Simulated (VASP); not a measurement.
A run of VASP 6.6.1:

Contents of INCAR:

```
PREC = Accurate
ENCUT = 520
EDIFF = 1E-6
ISMEAR = 0
SIGMA = 0.1
LREAL = False
LASPH = True
NELM = 100
ALGO = Fast
ISIF = 2
LWAVE = False
LCHARG = False
GGA = PE
NBANDS = 20
```

File KPOINTS:

```
regular mesh
0
Gamma
  6 6 6
```

POSCAR

```
Mn
1.0
    1.2352357866      0.7131637139      4.0560657925
   -1.2352357866      0.7131637139      4.0560657925
    0.0000000000     -1.4263274279      4.0560657925
Mn
2
Direct
    0.2499904560      0.2499904560      0.2499904560
    0.7500095440      0.7500095440      0.7500095440
```

Potentials or basis: VASP PAW PBE potentials, release 64 (Mn_pv).

Run with:

```sh
$ cat potpaw_PBE.64/Mn_pv/POTCAR > POTCAR
$ mpirun -np 1 vasp_std > vasp.out
```

Hardware: 1 thread of Intel(R) Xeon(R) 6975P-C (Granite Rapids), with other jobs on the host.

Question: Estimate the wall time of this run.

Answer: It took 16 s on 1 thread of Intel(R) Xeon(R) 6975P-C (Granite Rapids), with other jobs on the host, peak memory 0.17 GiB. Counts: scf iterations 13, k points 32.
